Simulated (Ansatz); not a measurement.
The parent structure is AgCl in the rock salt structure (space group Fm-3m, No. 225; a = 5.4475 Å). Axes: x, y, z lie along the cube axes.

Calculations: DFT with PBEsol, PAW potentials and a 420 eV plane-wave cutoff in Ansatz (an electronic-structure program), scalar-relativistic without spin-orbit coupling.

The change: uniaxial strain ε_zz = +1.00 %, all other strain components held at zero; the atoms relax in the strained cell.

**Question.** Predict the stress tensor and what it implies for the stiffness.

**Answer.** Stress of the strained cell less that of the base (GPa, compression positive):
```
  -0.45    0.00    0.00
   0.00   -0.45    0.00
   0.00    0.00   -0.72
```

Then −Δσ_ii/ε with ε = 0.0100 gives relaxed-ion elastic constants: C33 ≈ 72 GPa, C13 ≈ 45 GPa and C23 ≈ 45 GPa.

Stability against distortions was not tested.
